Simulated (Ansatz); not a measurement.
The calculation used DFT PBE, scalar-relativistic, plane waves, PAW (Ansatz 0.2.0). Several structures of AlAs4 were relaxed, and the powder pattern of one of them was computed from 10° to 70° in 2θ (λ = 1.5406 Å; lines under 1 % are left out).

Cu Kα1 powder pattern (kinematic, no thermal factors).
```json
{"2θ (°)": "16.62", "relative intensity": "6"}
{"2θ (°)": "19.41", "relative intensity": "9"}
{"2θ (°)": "22.55", "relative intensity": "18"}
{"2θ (°)": "28.24", "relative intensity": "100"}
{"2θ (°)": "32.86", "relative intensity": "48"}
{"2θ (°)": "33.60", "relative intensity": "26"}
{"2θ (°)": "35.91", "relative intensity": "12"}
{"2θ (°)": "37.12", "relative intensity": "12"}
{"2θ (°)": "39.40", "relative intensity": "21"}
{"2θ (°)": "42.53", "relative intensity": "33"}
{"2θ (°)": "43.03", "relative intensity": "5"}
{"2θ (°)": "43.41", "relative intensity": "4"}
{"2θ (°)": "44.72", "relative intensity": "2"}
{"2θ (°)": "47.70", "relative intensity": "1"}
{"2θ (°)": "50.92", "relative intensity": "30"}
{"2θ (°)": "51.26", "relative intensity": "2"}
{"2θ (°)": "51.38", "relative intensity": "8"}
{"2θ (°)": "51.44", "relative intensity": "30"}
{"2θ (°)": "52.29", "relative intensity": "5"}
{"2θ (°)": "52.72", "relative intensity": "20"}
{"2θ (°)": "54.36", "relative intensity": "8"}
{"2θ (°)": "55.55", "relative intensity": "2"}
{"2θ (°)": "59.38", "relative intensity": "8"}
{"2θ (°)": "60.05", "relative intensity": "6"}
{"2θ (°)": "60.13", "relative intensity": "5"}
{"2θ (°)": "62.18", "relative intensity": "3"}
{"2θ (°)": "62.62", "relative intensity": "1"}
{"2θ (°)": "64.76", "relative intensity": "8"}
{"2θ (°)": "64.80", "relative intensity": "7"}
{"2θ (°)": "65.02", "relative intensity": "3"}
{"2θ (°)": "66.25", "relative intensity": "5"}
{"2θ (°)": "66.62", "relative intensity": "4"}
{"2θ (°)": "66.67", "relative intensity": "4"}
{"2θ (°)": "66.69", "relative intensity": "1"}
{"2θ (°)": "69.94", "relative intensity": "2"}
```

Question: Which structure gives it?
A.

```cif
data_structure
_symmetry_space_group_name_H-M 'P2_1/c'
_symmetry_Int_Tables_number 14
_cell_length_a 5.3476
_cell_length_b 5.3813
_cell_length_c 7.7502
_cell_angle_alpha 90.000
_cell_angle_beta 101.567
_cell_angle_gamma 90.000
_cell_volume 218.50
loop_
_atom_site_label
_atom_site_type_symbol
_atom_site_symmetry_multiplicity
_atom_site_Wyckoff_symbol
_atom_site_fract_x
_atom_site_fract_y
_atom_site_fract_z
_atom_site_occupancy
Al1 Al 2 a 0.00000 0.50000 0.50000 1
As1 As 4 e 0.78846 0.31167 0.75379 1
As2 As 4 e 0.37261 0.15275 0.58137 1
```

B.

```cif
data_structure
_symmetry_space_group_name_H-M 'Ccce:1'
_symmetry_Int_Tables_number 68
_cell_length_a 4.7874
_cell_length_b 10.6604
_cell_length_c 9.1408
_cell_angle_alpha 90.000
_cell_angle_beta 90.000
_cell_angle_gamma 90.000
_cell_volume 466.51
loop_
_atom_site_label
_atom_site_type_symbol
_atom_site_symmetry_multiplicity
_atom_site_Wyckoff_symbol
_atom_site_fract_x
_atom_site_fract_y
_atom_site_fract_z
_atom_site_occupancy
Al1 Al 4 b 0.50000 0.00000 0.00000 1
As1 As 16 i 0.35671 0.14542 0.38584 1
```

C.

```cif
data_structure
_symmetry_space_group_name_H-M 'P4/mnc'
_symmetry_Int_Tables_number 128
_cell_length_a 6.2102
_cell_length_b 6.2102
_cell_length_c 5.4553
_cell_angle_alpha 90.000
_cell_angle_beta 90.000
_cell_angle_gamma 90.000
_cell_volume 210.39
loop_
_atom_site_label
_atom_site_type_symbol
_atom_site_symmetry_multiplicity
_atom_site_Wyckoff_symbol
_atom_site_fract_x
_atom_site_fract_y
_atom_site_fract_z
_atom_site_occupancy
Al1 Al 2 a 0.00000 0.00000 0.00000 1
As1 As 8 g 0.64279 0.85721 0.25000 1
```

Answer: B. Its strongest line, at 2θ = 28.24°, has d = λ/(2 sin θ) = 3.157 Å and is the (1 1 2) reflection of the conventional Ccce cell with a = 4.787 Å, b = 10.660 Å, c = 9.141 Å. The others have their strongest lines at 31.0° (A); 32.2° (C).

The cells needn't be stable.
